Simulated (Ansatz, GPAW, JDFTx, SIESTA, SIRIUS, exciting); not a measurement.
## One calculation of CdF2, 6 ways

```
Cd F
1.0
     0.00000    2.69400    2.69400
     2.69400    0.00000    2.69400
     2.69400    2.69400    0.00000
Cd F
1 2
Direct
  0.00000 0.00000 0.00000
  0.75000 0.75000 0.75000
  0.25000 0.25000 0.25000
```

Alike in all runs: task band structure; functional LDA; k mesh 9 × 9 × 9; occupations fermi-dirac, width 0.05 eV; no spin polarisation; no spin-orbit coupling. LDA stands for any of its common fits. Pressure is positive in compression and, in plane waves, holds the error of the finite cutoff. Gaps are the smaller of the mesh's and the band path's.

| program and potentials | plane-wave cutoff (eV) | notes | band gap (eV) | pressure (GPa) |
| --- | --- | --- | --- | --- |
| exciting, all-electron LAPW+lo, shipped species files, valence relativity iora* | - | - | 2.80 | - |
| Ansatz, all-electron LAPW, scalar-relativistic | - | - | 2.80 | -5.67 |
| SIRIUS, all-electron FP-LAPW, apw+lo standard | - | - | 2.80 | - |
| SIESTA, files PseudoDojo sr-lda-0.4.1-standard, DZP (energy shift 0.003 Ry; two zetas on semicore shells) | - | atomic basis; 11.33 valence electrons an atom on average | 2.84 | -5.36 |
| JDFTx, PseudoDojo-SR-LDA-0.4.1-standard with smoothed tails | 1388 | 11.33 valence electrons an atom on average | ? | - |
| GPAW, the program's PAW data sets (release 1.2.1) made for this functional | 800 | 8.67 valence electrons an atom on average | 2.77 | -7.56 |

Problem. Estimate from the other rows what the run with JDFTx, PseudoDojo-SR-LDA-0.4.1-standard with smoothed tails gave.

Solution. Band gap 2.82 eV. The other rows, which needn't bracket it: band gap 2.77 to 2.84; pressure -7.56 to -5.36.
